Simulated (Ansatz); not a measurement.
# Si: the cost of one run

Method: reference: DFT, HSE06, plane waves, PAW, in Ansatz 0.2.0.

1 further run of the same task is left out (for a known fault of the program).

## (1) The system as given

It takes space group P6_3/mmc (No. 194, hexagonal). Conventional cell: a = 3.832 Å, b = 3.832 Å, c = 6.341 Å, α = 90.00°, β = 90.00°, γ = 120.00°. Around Si (site symmetry 3m) lie 4 Si at 2.35 to 2.37 Å.

Coordinates:

```
CELL_PARAMETERS angstrom
3.83213 0.00000 0.00000
-1.91606 3.31872 0.00000
0.00000 0.00000 6.34122
ATOMIC_POSITIONS crystal
Si 0.33333 0.66667 0.00056
Si 0.66667 0.33333 0.50056
Si 0.33333 0.66667 0.37444
Si 0.66667 0.33333 0.87444
```

## (2) Baseline

input.yaml

```yaml
crystal:
  lattice:
    - [3.8321295414, 0.0, 0.0]
    - [-1.9160647707, 3.3187215334, 0.0]
    - [0.0, 0.0, 6.3412168871]
  atoms:
    - { symbol: Si, position: [0.3333333333, 0.6666666667, 0.0005609413] }
    - { symbol: Si, position: [0.6666666667, 0.3333333333, 0.5005609413] }
    - { symbol: Si, position: [0.3333333333, 0.6666666667, 0.3744390587] }
    - { symbol: Si, position: [0.6666666667, 0.3333333333, 0.8744390587] }
kpoints:
  mp_grid: { grid: [6, 6, 2] }
hamiltonian:
  xc: hse06
scf:
  occupations: { method: fixed }
  n_extra_bands: 5
output:
  forces: true
  stress: true
  eigenvalues: true
```

Command:

```console
ansatz run input.yaml --threads 4 --pin off --max-ram 3686MiB --backend cpu --events-out ev --progress --plain --runs-dir out
```

Q: Estimate wall time and peak memory on 4 threads of Arm Neoverse N1, shared host.

About 17 s, with a peak of 0.84 GiB.
